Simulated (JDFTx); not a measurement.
**KCl (Sylvite) under changes of volume**

One of the cells (31.151 Å³/atom); the others are scaled copies at fixed shape and fractional positions:

```
K Cl
1.0
     0.00000    3.14647    3.14647
     3.14647    0.00000    3.14647
     3.14647    3.14647    0.00000
K Cl
1 1
Direct
  0.00000 0.00000 0.00000
  0.50000 0.50000 0.50000
```

* Program: JDFTx 1.7.0 (patched build)
* Functional: LDA
* Potentials or basis: PseudoDojo-SR-LDA-0.4.1-standard
* Cutoff: 980 eV
* Density cutoff: 7837 eV
* k mesh: 7 × 7 × 7
* Occupations: fermi-dirac, width 0.05 eV
* Spin: no spin polarisation

```tsv
volume (Å³/atom)	energy over the lowest point (meV/atom)	pressure (GPa)	gap on the mesh (eV)
29.282	0.00	-1.0	4.96
29.905	4.48	-1.3	4.88
30.528	10.35	-1.7	4.81
31.151	17.46	-2.0	4.74
31.774	25.63	-2.2	4.68
32.397	?	?	?
33.020	44.64	-2.6	4.56
```

Question: What does the run at 32.397 Å³/atom give?

Answer: Energy over the lowest point 34.73 meV/atom; pressure -2.5 GPa; gap on the mesh 4.62 eV.

Worked out: A Birch-Murnaghan fit of order 3 (a polynomial in V^(-2/3)) to the other rows has no minimum within the range. It gives 34.73 meV/atom at 32.397 Å³/atom, against the run's 34.73, and -dE/dV = -2.4 GPa, against -2.5. A straight line through the other rows of the gap, of slope -3.31 eV per unit of ln V (its deformation potential), gives 4.62 eV, against the run's 4.62.

Caveats: an odd mesh through Γ misses points on the zone boundary, where band edges often lie (some runs).
